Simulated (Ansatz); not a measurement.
A self-consistent single point of LiI (I4mm, 2 atoms in the cell) with Ansatz (a quantum-chemistry and plane-wave program)

Method of the run: PBE (plane waves, PAW; Ansatz).

The input file:

Ansatz 0.2 input:
```yaml
crystal:
  lattice:
    - [0.000000, 3.025050, 3.025050]
    - [3.025050, 0.000000, 3.025050]
    - [3.025050, 3.025050, 0.000000]
  atoms:
    - { symbol: Li, position: [0.008264, 0.008264, -0.008264] }
    - { symbol: I, position: [0.500000, 0.500000, 0.500000] }
basis:
  ecutwfc: 420.0
kpoints:
  mp_grid: { grid: [7, 7, 7] }
hamiltonian:
  xc: pbe
  pseudopotentials: { kind: paw }
scf:
  occupations: { method: fermi_dirac, width: 0.05 }
output:
  forces: true
  eigenvalues: true
  stress: true
```

Output (repeated stretches shortened):

```
WARN ansatz: RAYON_NUM_THREADS=1 ignored (pool sized by the plan → 1); use --threads N
Pseudopotentials: kind: paw
Pseudopotential: Li, paw, valence charge 3
Pseudopotential: I, paw, valence charge 17
Crystal: 2 atoms, lattice volume = 55.364 Å³
Basis set: ecut = 420 eV, 1067 PW (Γ), exchange–correlation on 60×60×60 points (8 copies of the dense FFT grid, shifted against one another)
Bands: 14, of which v1, the nominal top of the filled ones, is band 10 counted from 1 (9 counted from 0)
Symmetry: 8 space group operations
Space group: I4mm (ITA 107), of the structure as read, at distance tolerance 3.8e-5 Å
k-points: 40 of 343 (time reversal used)
Initial density: superposition of atomic densities (neutral atoms: chi_scale 0, normalization atom), corrected by the library's trained network
Initial wavefunctions: pseudopotential atomic-orbital guess
Eigensolver: davidson
Functional: x = pbe(κ = 0.804, μ = 0.2195149727645171), c = pbe(β = 0.06672455060314922)
SCF iter   1: F=—  HF=-7719.998979 eV  |F-HF|=—  |Δ(HF+E_count)|=         —  Δρ=5.29e-4  dr2=2.88e-4  ethr=1.77e-3  ⟨swp⟩=6.5  Hψ=3447  notcnv=0
all-band conjugate gradients solve this SCF's bands
preconditioner: auto → none
SCF iter   2: F=—  HF=-7719.998554 eV  |F-HF|=—  |Δ(HF+E_count)|=   4.25e-4  Δρ=5.58e-4  dr2=4.04e-4  ethr=1.44e-6  ⟨swp⟩=2.3  Hψ=1254  notcnv=0
SCF iter   3: F=—  HF=-7719.998469 eV  |F-HF|=—  |Δ(HF+E_count)|=   8.53e-5  Δρ=2.45e-4  dr2=6.56e-5  ethr=1.44e-6  ⟨swp⟩=2.0  Hψ=701  notcnv=0
SCF iter   4: F=—  HF=-7719.998493 eV  |F-HF|=—  |Δ(HF+E_count)|=   2.45e-5  Δρ=1.13e-4  dr2=1.38e-5  ethr=3.28e-7  ⟨swp⟩=2.0  Hψ=736  notcnv=0
SCF iter   5: F=—  HF=-7719.998488 eV  |F-HF|=—  |Δ(HF+E_count)|=   5.37e-6  Δρ=3.27e-5  dr2=1.17e-6  ethr=6.89e-8  ⟨swp⟩=2.5  Hψ=813  notcnv=0
SCF iter   6: F=-7719.998487 eV  HF=-7719.998487 eV  |F-HF|=6.51e-8  |Δ(HF+E_count)|=   5.07e-7  Δρ=7.70e-6  dr2=7.07e-8  ethr=5.00e-10  ⟨swp⟩=4.2  Hψ=2796  notcnv=0
SCF 1 converged in 6 iterations: F = -7719.998487 eV  dr2 = 7.07e-8
SCF converged after 6 iterations
Free energy (F): -7719.998487 eV
Harris-Foulkes:  -7719.998487 eV  (|F-HF|=6.51e-8)
Internal energy: -7719.998487 eV  (E = F + TS)
E sigma→0 (E₀):  -7719.998487 eV
Fermi energy:    6.051890 eV
--- Per-component energies (eV) ---
  E_band       = -477.092306
  E_kinetic    = 210.028676
  E_local      = -2152.729655  (includes V_loc(G=0)·N_el)
  E_nonlocal   = -123.456287
  E_hartree    = 1081.110243
  E_xc         = -138.741023
  E_vxc        = -142.391534  (∫ρ·V_xc dr)
  E_paw        = -4838.074563  (= ΣΔE_a)
  E_vpaw       = -430.748893  (= ΣTr[D̂ρ^β])
  E_aug_tail   = -0.000067  (compensation charges beyond the density's cutoff)
  E_ewald      = -1758.135811
  E_smearing   = -0.000000  (= −TS)
  E_closure    = 0.000000  (closes the sum)
  Σ components = -7719.998487   (vs F -7719.998487, Δ=0.00e0)
--- Forces (eV/Å), atoms counted from 1 ---
  atom   1  Li    -0.00000000     0.00000000    -0.01430072
  atom   2  I     -0.00000000     0.00000000     0.01420336
  max |Σ_I F_I| component: 9.74e-5 eV/Å
--- Stress (GPa, compression-positive) ---
       -0.290089       0.000000       0.000000
        0.000000      -0.290089      -0.000000
        0.000000       0.000000      -0.246171
  P = ⅓ Tr σ = -0.2754 GPa (-2.754 kbar)
  The stress holds the Pulay correction. Without it, at fixed plane waves, as pw.x and ABINIT print it: P = -0.2872 GPa
--- Band table (eV; the first three rows and the last of 40) ---
  k-point 0: bands = ["-41.4926", "-39.5088", "-39.5088", "-39.5055", "-39.5055", "-39.5055", "-7.6940", "3.8784", "3.8808", "3.8808", "8.0773", "12.1965", "12.1965", "12.2093"]
  k-point 1: bands = ["-41.4926", "-39.5088", "-39.5088", "-39.5054", "-39.5054", "-39.5054", "-7.6096", "3.1280", "3.8243", "3.8259", "8.6687", "11.6209", "11.8801", "11.8913"]
  k-point 2: bands = ["-41.4925", "-39.5088", "-39.5088", "-39.5054", "-39.5053", "-39.5052", "-7.4060", "1.8979", "3.7103", "3.7121", "8.8266", "10.7960", "10.8006", "12.3445"]
  k-point 39: bands = ["-41.4925", "-39.5088", "-39.5085", "-39.5056", "-39.5048", "-39.5048", "-7.0070", "1.2030", "2.4083", "2.8169", "8.4973", "9.9240", "13.2220", "13.9017"]
```

The run converged in 6 iterations.

The starting cell has typed, rounded lattice constants, without a prior relaxation at this level. Its lattice was rescaled by up to half a per cent. One atom was moved a little off its site on purpose. Spin-orbit coupling is off. Ansatz's pressure includes its estimate of the finite-basis (Pulay) stress.
